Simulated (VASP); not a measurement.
CoO: single point with PBEsol

Crystal: CoO.

```
CELL_PARAMETERS angstrom
1.50547 0.86918 2.43993
-1.50547 0.86918 2.43993
0.00000 -1.73837 2.43993
ATOMIC_POSITIONS crystal
O 0.50000 0.50000 0.50000
Co 0.00000 0.00000 0.00000
```

The cell is a database's computed one.

| Property | Result |
| --- | --- |
| Program | VASP 6.6.1 |
| Task | single point |
| Functional | PBEsol |
| Potentials or basis | VASP PAW PBE potentials, release 54 (O, Co) |
| Cutoff | 520 eV |
| k mesh | 11 × 11 × 11 |
| Occupations | gaussian, width 0.02 eV |
| Spin | collinear spin, ferromagnetic start |
| Starting moments | [0.0, 2.0] μB |
| Further INCAR settings | ALGO = Fast; EDIFF = 1.00e-07; NBANDS = 18 |

```
Pressure                                              : -9.5 GPa
Band gap on the k mesh                                : none (metal or under the smearing width)
Net moment                                            : 2.95 μB per cell
Site moments                                          : O +0.33; Co +2.57 μB
Valence electrons inside the program's atomic spheres : O 4.95; Co 7.82
```

Stress tensor (GPa, compression positive):
```
-9.36  0.00  0.00
 0.00 -9.36  0.00
 0.00  0.00 -9.86
```

Levels at points of the mesh, in eV from the Fermi level:
Spin up:
```tsv
k point	band 5	band 6	band 7	band 8	band 9	band 10	band 11	band 12	band 13	band 14
(0.00, 0.00, 0.00)	-3.29	-3.24	-3.20	-3.20	-3.16	0.87	16.58	17.89	17.89	18.10
```
Spin down:
| k point | band 4 | band 5 | band 6 | band 7 | band 8 | band 9 |
| --- | --- | --- | --- | --- | --- | --- |
| (0.00, 0.00, 0.00) | -2.61 | -1.14 | -1.14 | -1.12 | -0.16 | -0.16 |

Run time: 77 s on 1 thread of Intel(R) Xeon(R) Platinum 8488C (Sapphire Rapids), on a shared host, peak memory 0.2 GiB.

Caveat: the PAW data sets were made with another functional, which shifts forces and pressure a little; a cell with one magnetic atom can't hold antiferromagnetic order, which such compounds often take; semilocal functionals often make such compounds metallic where correlation or magnetic order opens a gap, which also shifts bond lengths. With open d or f shells a metallic result of PBEsol can be an artefact of self-interaction; +U or a hybrid may open a gap.
